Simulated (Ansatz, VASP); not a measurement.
# Co: VASP beside Ansatz

```
CELL_PARAMETERS angstrom
0.00000 2.42935 2.42935
2.42935 0.00000 2.42935
2.42935 2.42935 0.00000
ATOMIC_POSITIONS crystal
Co 0.12500 0.12500 0.12500
Co 0.87500 0.87500 0.87500
```

Alike in both runs: task single point; functional PBE; k mesh 12 × 12 × 12; occupations fermi-dirac, width 0.1 eV; no spin polarisation.

```csv
,VASP,Ansatz
version,VASP 6.6.1,Ansatz 0.2.0
potentials or method,"VASP PAW PBE potentials, release 64 (Co)","plane waves (420 eV) with PAW, scalar-relativistic"
plane-wave cutoff (eV),520,420
valence electrons in the cell,18,34
```

```csv
,VASP,Ansatz,Ansatz less VASP
pressure (GPa),4.5,5.8,+1.34
```

The two sets of potentials don't hold the same shells in valence.

Caveats: the run has no spin polarisation, though such a crystal can be magnetic. Spin polarisation is off, so any magnetic state and its effect on volume and gap are missing.
